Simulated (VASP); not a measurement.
As, 2 atoms in the cell. The cell holds a sheet with vacuum, 2 atoms: a = 3.600 Å, b = 3.600 Å, c = 17.400 Å, α = 90.00°, β = 90.00°, γ = 120.00°. The cell was built by a generator and needn't be a form met in nature.

* Program: VASP 6.6.1
* Task: relaxation of cell and atoms
* Functional: LDA
* Potentials or basis: VASP PAW LDA potentials, release 64 (As)
* Cutoff: 600 eV
* k mesh: 12 × 12 × 1
* Occupations: gaussian, width 0.03 eV
* Spin: no spin polarisation
* Dipole correction: no
* Further INCAR settings: ALGO = Normal; EDIFF = 1e-06; IBRION = 2; EDIFFG = -0.005; NSW = 60; ISIF = 3

Potentials or basis: VASP PAW LDA potentials, release 64 (As).

Command:

```sh
$ cat potpaw_LDA.64/As/POTCAR > POTCAR
$ mpirun -np 2 vasp_std > vasp.out
```

Hardware: 2 MPI ranks on Intel(R) Xeon(R) Platinum 8488C (Sapphire Rapids), on a shared host.

Question: How long does it take, and how much memory?

Answer: Run time: 60 s on 2 MPI ranks on Intel(R) Xeon(R) Platinum 8488C (Sapphire Rapids) (shared host), peak memory 0.28 GiB a rank. Counts: scf iterations 44, k points 19, ion steps 5.
